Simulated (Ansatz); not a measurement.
The system is SnTe.

```
Te Sn
1.0
     0.00000    3.15085    3.15085
     3.15085    0.00000    3.15085
     3.15085    3.15085    0.00000
Te Sn
1 1
Direct
  0.50000 0.50000 0.50000
  0.00000 0.00000 0.00000
```

Base run:

* Program: Ansatz 0.2.0
* Functional: PBE
* Potentials or basis: Ansatz PAW
* Cutoff: 250 eV
* Density cutoff: 1000 eV
* k mesh: 7 × 7 × 7
* Occupations: fermi-dirac, width 0.05 eV
* Spin: no spin polarisation

Its results: pressure 2.6 GPa.

Q: After a change of settings the same cell gave: pressure -0.4 GPa. Which change was it?
A. cutoff from 250 eV to 420 eV (not typed: the program's choice for these potentials); k mesh from 7 × 7 × 7 to 5 × 5 × 5
B. potentials or basis from Ansatz PAW to Ansatz PAW earlier set; cutoff from 250 eV to 640 eV (not typed: the program's choice for these potentials); valence electrons from 30 to 38
C. functional from PBE to PBEsol; cutoff from 250 eV to 420 eV (not typed: the program's choice for these potentials)

A: C.

PBEsol binds more tightly than PBE, so the same cell stands under less pressure.

Caveats: the pressure holds a Pulay correction of +27.9 GPa for the finite cutoff (some runs); the cutoff lies under the one recommended for these potentials (some runs); the PAW data sets come from PBE, with cores solved anew for the run's functional, which leaves a small shift of forces and pressure (some runs).
